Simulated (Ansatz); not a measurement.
The elements of this relaxed trial crystal are hidden behind letters.

```
lattice vectors (Å)
   0.0000    2.4875    3.8840
   1.2206    0.0000    3.8840
   1.2206    2.4875    0.0000
fractional positions
X 0.1882 0.1882 0.8118
X 0.4382 0.4382 0.0618
Z 0.8118 0.8118 0.1882
Z 0.0618 0.0618 0.4382
```

Method: Ansatz, DFT PBE, scalar-relativistic, plane waves, PAW. Settings of the last relaxation (4-atom cell): 420 eV, 10×10×10 k points, Gaussian smearing of 0.02 eV, no spin polarisation.

| Quantity | Value |
| --- | --- |
| Space group | Fdd2 (No. 43) |
| Conventional cell | a = 2.441 Å, b = 4.975 Å, c = 7.768 Å |
| Volume per atom | 5.90 Å³ |
| Density | 3.49 g/cm³ |
| Formation energy | −0.269 eV/atom |
| Gap on the 10×10×10 mesh of the 4-atom cell | 4.16 eV |

Energies are uncorrected and count from the elements' standard states at the same level.

Question: X is a p-block element of period 2 and Z is a p-block element of period 2. Which elements are they?

Answer: X = B, Z = N, so the formula is BN. Density times volume gives a mean mass of 3.49 × 5.90/1.6605 = 12.4 u per atom, and this set has 12.4 u. B has 2 N at 1.55 Å and 2 N at 1.70 Å; N is surrounded by 2 B at 1.55 Å and 2 B at 1.70 Å. Swapping B and N gives the same structure, so either order is right.

Kohn–Sham gaps at this level usually fall short of measured ones. Symmetry constrained the relaxation, so the result can be a saddle point. Another cell of BN relaxed alike, in F-43m, lies 0.90 eV/atom lower, so this cell isn't the stable form at this level.
